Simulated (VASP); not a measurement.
CdO (Monteponite):

```
Cd O
1.0
     0.00000    2.34950    2.34950
     2.34950    0.00000    2.34950
     2.34950    2.34950    0.00000
Cd O
1 1
Cartesian
  0.0000 0.0000 0.0000
  2.3495 2.3495 2.3495
```

| Quantity | Value |
| --- | --- |
| Program | VASP 6.6.1 |
| Task | relaxation of cell and atoms |
| Functional | HSEsol |
| Potentials or basis | VASP PAW PBE potentials, release 64 (Cd, O) |
| Cutoff | 600 eV |
| k mesh | 5 × 5 × 5 |
| Occupations | fermi-dirac, width 0.05 eV |
| Spin | no spin polarisation |

At the start: pressure -2.8 GPa; volume 12.97 Å³/atom.

Problem. Where does the relaxation end?

Solution. Over 3 steps the energy falls by 2.1 meV/atom and the volume is 12.73 Å³/atom (-1.8 %); space group Fm-3m (No. 225, to 0.05 Å).

Step by step:
| step | energy change (eV) | largest force (eV/Å) | pressure (GPa) | volume (Å³) |
| --- | --- | --- | --- | --- |
| 1 | 0.0000 | 0.0000 | -2.84 | 25.94 |
| 2 | -0.0013 | 0.0000 | 2.50 | 25.09 |
| 3 | -0.0042 | 0.0000 | -0.01 | 25.47 |

Final structure:
```cif
data_structure
_symmetry_space_group_name_H-M 'P 1'
_symmetry_Int_Tables_number 1
_cell_length_a 3.3024
_cell_length_b 3.3024
_cell_length_c 3.3024
_cell_angle_alpha 60.000
_cell_angle_beta 60.000
_cell_angle_gamma 60.000
_cell_volume 25.47
loop_
_atom_site_label
_atom_site_type_symbol
_atom_site_fract_x
_atom_site_fract_y
_atom_site_fract_z
_atom_site_occupancy
Cd1 Cd 0.00000 0.00000 0.00000 1
O1 O 0.50000 0.50000 0.50000 1
```

Caveat: the k mesh is coarse (spacing up to 0.46 Å⁻¹), so the values aren't converged, least of all with exact exchange; the PAW data sets were made with another functional, which shifts forces and pressure a little.
